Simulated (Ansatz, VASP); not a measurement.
# CdS: VASP beside Ansatz

```
CELL_PARAMETERS angstrom
0.00000 2.92000 2.92000
2.92000 0.00000 2.92000
2.92000 2.92000 0.00000
ATOMIC_POSITIONS crystal
Cd 0.00000 0.00000 0.00000
S 0.25000 0.25000 0.25000
```

The cell was built by a generator and needn't be a form met in nature.

Alike in both runs: task relaxation of cell and atoms; functional PBE; k mesh 8 × 8 × 8; occupations gaussian, width 0.02 eV; no spin polarisation.

|  | VASP | Ansatz |
| --- | --- | --- |
| version | VASP 6.6.1 | Ansatz 0.2.0 |
| potentials or method | VASP PAW PBE potentials, release 64 (Cd, S) | scalar-relativistic, plane waves, PAW |
| plane-wave cutoff (eV) | 600 | 420 |
| valence electrons in the cell | 18 | 26 |

VASP gave:

```
gap on the k mesh at the Fermi level, each at its own relaxed structure (eV) : 1.03
relaxed volume (Å³/atom)                                                     : 26.14
relaxed cell length with the largest relative difference (Å)                 : 4.197
energy change over the relaxation (meV/atom)                                 : -11
```

Question: What did Ansatz give for the same quantities?

Answer: gap on the k mesh at the Fermi level, each at its own relaxed structure (eV): 1.04; relaxed volume (Å³/atom): 26.03; relaxed cell length with the largest relative difference (Å): 4.191; energy change over the relaxation (meV/atom): -9.

The two sets of potentials don't hold the same shells in valence.
